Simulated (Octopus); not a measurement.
# GaN (F-43m) in Octopus: reference runs

How does GaN come out in PBEsol? The cell is run as given.

Everything below comes from runs of Octopus 16.4. Logs are shortened: lines on timing, memory, paths and dates and some standing lists are left out, and cuts for length are marked.

**Experimental background.**

A printed reference work, textbook reports, for a bulk crystal of GaN at 0 K: band gap 3.299 eV (direct).

How close the calculation comes is told below.

## Step 1: The structure

It takes space group F-43m (No. 216, cubic). The conventional cell has a = 4.507 Å, b = 4.507 Å, c = 4.507 Å, α = 90.00°, β = 90.00°, γ = 90.00°. Around Ga (site symmetry -43m) lie 4 N at 1.95 Å. N (site symmetry -43m) has 4 Ga at 1.95 Å as nearest neighbours.

The cell is a database's computed one.

## Step 2: Single point, PBEsol

inp reads:

```
CalculationMode = gs
UnitsOutput = eV_Angstrom
PeriodicDimensions = 3
ExperimentalFeatures = yes
PseudopotentialSet = pseudodojo_pbesol
%LatticeParameters
 1*angstrom | 1*angstrom | 1*angstrom
%
%LatticeVectors
 0 | 2.2535006075 | 2.2535006075
 2.2535006075 | 0 | 2.2535006075
 2.2535006075 | 2.2535006075 | 0
%
%ReducedCoordinates
 "Ga" | 0 | 0 | 0
 "N" | 0.25 | 0.25 | 0.25
%
%Spacing
 0.13278880*angstrom | 0.13278880*angstrom | 0.13278880*angstrom
%
DerivativesOrder = 8
%KPointsGrid
 10 | 10 | 10
%
KPointsUseSymmetries = yes
XCFunctional = gga_x_pbe_sol + gga_c_pbe_sol
SmearingFunction = fermi_dirac
Smearing = 0.05*eV
ExtraStates = 6
Eigensolver = chebyshev_filter
ConvRelDens = 3e-7
MaximumIter = 120
%Output
 density | cube
 elf | cube
 potential | cube
%
```

Potentials or basis: pseudodojo_pbesol (PseudoDojo 0.4, PBEsol).

On the command line:

```sh
OMP_NUM_THREADS=1 octopus > out.log
```

out.log:

```text
Running octopus

[... 13 lines left out ...]

Input: [AllElectronType = no]
Input: [PseudopotentialSet = pseudodojo_pbesol]
Reading Coordinates from ReducedCoordinates block

****************************** Species *******************************
  Species 'Ga'
    type             : pseudopotential
    file             : 'Ga.upf'
    file format      : UPF2
    valence charge   : 13.0
    atomic number    :  31
    form on file     : kleinman-bylander
    lmax             : 2
    llocal           : -1
    projectors per l : 2
    total projectors : 6
    application form : kleinman-bylander
    orbitals         :  9
    bound orbitals   :  9

  Species 'N'
    type             : pseudopotential
    file             : 'N.upf'
    file format      : UPF2
    valence charge   : 5.0
    atomic number    :   7
    form on file     : kleinman-bylander
    lmax             : 1
    llocal           : -1
    projectors per l : 2
    total projectors : 4
    application form : kleinman-bylander
    orbitals         :  4
    bound orbitals   :  4

**********************************************************************

***************************** Symmetries *****************************
Space group No.  216
International: F-43m
Schoenflies: Td^2
Info: The system has    24 symmorphic symmetries that can be used.
  Index                Rotation matrix                      Fractional translations
    1 :     1   0   0     0   1   0     0   0   1      0.000000    0.000000    0.000000
    2 :     0   0  -1     1   0  -1     0   1  -1      0.000000    0.000000    0.000000
    3 :     0  -1   1     0  -1   0     1  -1   0      0.000000    0.000000    0.000000
    4 :    -1   1   0    -1   0   1    -1   0   0      0.000000    0.000000    0.000000
    5 :    -1   0   0    -1   0   1    -1   1   0      0.000000    0.000000    0.000000
[... 252 lines left out ...]
Converged eigenvectors: 0

#  State  KPoint  Eigenvalue [eV]  Occupation    Error
      1       1      -15.041695    2.000000   ( 3.7E-05)
      1       2      -14.941320    2.000000   ( 1.0E-04)
      1       3      -14.908026    2.000000   ( 1.5E-04)
      1       4      -14.784514    2.000000   ( 7.4E-05)
      1       5      -14.695170    2.000000   ( 2.3E-04)
      1       6      -14.671623    2.000000   ( 2.2E-04)
      1      10      -14.551247    2.000000   ( 2.6E-04)
      1       7      -14.489410    2.000000   ( 1.6E-04)
[... 23 lines left out ...]
     15      17       25.509885    0.000000   ( 1.5E-01)
     15      34       25.681284    0.000000   ( 1.4E-01)
     15      46       26.258530    0.000000   ( 1.5E-01)
     15      26       26.485177    0.000000   ( 1.4E-01)
     15      40       26.515990    0.000000   ( 1.5E-01)
     15      44       26.663875    0.000000   ( 1.8E-01)
     15      25       26.671974    0.000000   ( 1.3E-01)
     15      39       26.923795    0.000000   ( 1.8E-01)

Density of states:

---------%------------------------------------------------------------
---------%------------------------------------------------------------
---------%------------------------------------------------------------
---------%------------------------------------------------------------
---------%------------------------------------------------------------
---------%------------------------------------------------------------
---------%------------------------------------------------------------
---------%------------------------------------------------------------
--%------%------------------------------------------------------------
-%%------%%%-----%%-%%%%%-----------%%%-%%--%%%%%%--------------------
                            ^

Fermi energy =     1.957505 eV

**********************************************************************

*********************** SCF CYCLE ITER #    2 ************************
 etot  = -2.36161831E+03 abs_ev   =  3.32E+00 rel_ev   =  2.50E-02
 ediff =        3.33E-01 abs_dens =  1.02E+00 rel_dens =  5.68E-02
Matrix vector products: 1175
Converged eigenvectors: 0
[... 115 lines left out ...]
*********************** SCF CYCLE ITER #   12 ************************
 etot  = -2.36005373E+03 abs_ev   =  1.09E-04 rel_ev   =  8.28E-07
 ediff =        8.81E-06 abs_dens =  3.09E-06 rel_dens =  1.72E-07
Matrix vector products: 1175
Converged eigenvectors: 0

#  State  KPoint  Eigenvalue [eV]  Occupation    Error
      1       1      -13.232322    2.000000   ( 6.8E-08)
      1       2      -13.122268    2.000000   ( 6.0E-08)
      1       3      -13.086106    2.000000   ( 6.8E-08)
      1       4      -12.957668    2.000000   ( 6.2E-08)
      1       5      -12.868192    2.000000   ( 7.0E-08)
      1       6      -12.848025    2.000000   ( 6.1E-08)
      1      10      -12.730779    2.000000   ( 6.8E-08)
      1       7      -12.684023    2.000000   ( 6.2E-08)
[... 23 lines left out ...]
     15      47       24.405371    0.000000   ( 8.1E-02)
     15      34       24.664576    0.000000   ( 5.8E-02)
     15      42       24.712502    0.000000   ( 6.6E-02)
     15      44       24.817700    0.000000   ( 8.6E-02)
     15      26       24.852586    0.000000   ( 6.1E-02)
     15      30       24.890381    0.000000   ( 6.1E-02)
     15      39       24.891532    0.000000   ( 7.5E-02)
     15      46       25.061563    0.000000   ( 7.9E-02)

Density of states:

-----%----------------------------------------------------------------
-----%----------------------------------------------------------------
-----%----------------------------------------------------------------
-----%----------------------------------------------------------------
-----%----------------------------------------------------------------
----%%----------------------------------------------------------------
----%%----------------------------------------------------------------
--%-%%----------------------------------------------------------------
--%-%%------------%-----------------------%----%%---------------------
-%%-%%%%%---------%%-%%%%%%%---------%%%%-%%--%%%%%%-%%%%-%---%---%---
                              ^

Fermi energy =     3.564219 eV

**********************************************************************

Info: SCF converged in   12 iterations

** Warning:
**   Some of the states are not fully converged!

Info: Number of matrix-vector products:      14100
Info: Writing output to static/

Info: Finished writing information to 'restart/gs'.

Octopus emitted 17 warnings.
```

Wall time 4 min (1 thread of Intel Xeon Platinum 8259CL at 2.50GHz (Skylake/Cascade Lake), shared host); peak memory 0.75 GiB.

What came out:

- Free energy: -2360.0536 eV
- Band gap on the k mesh: 1.70 eV, direct

## Step 3: How close it comes

Step 2. Measured gap of GaN: 3.299 eV (direct; 0 K; a printed reference work, textbook). This calculation gives 1.70 eV (-1.60 eV). Spin-orbit coupling on Ga is left out. The value is that of PBEsol, without temperature or zero-point motion. Semilocal functionals fall short of measured gaps as a rule. The cell is a database's relaxed one, not the measured one, which moves gaps too.
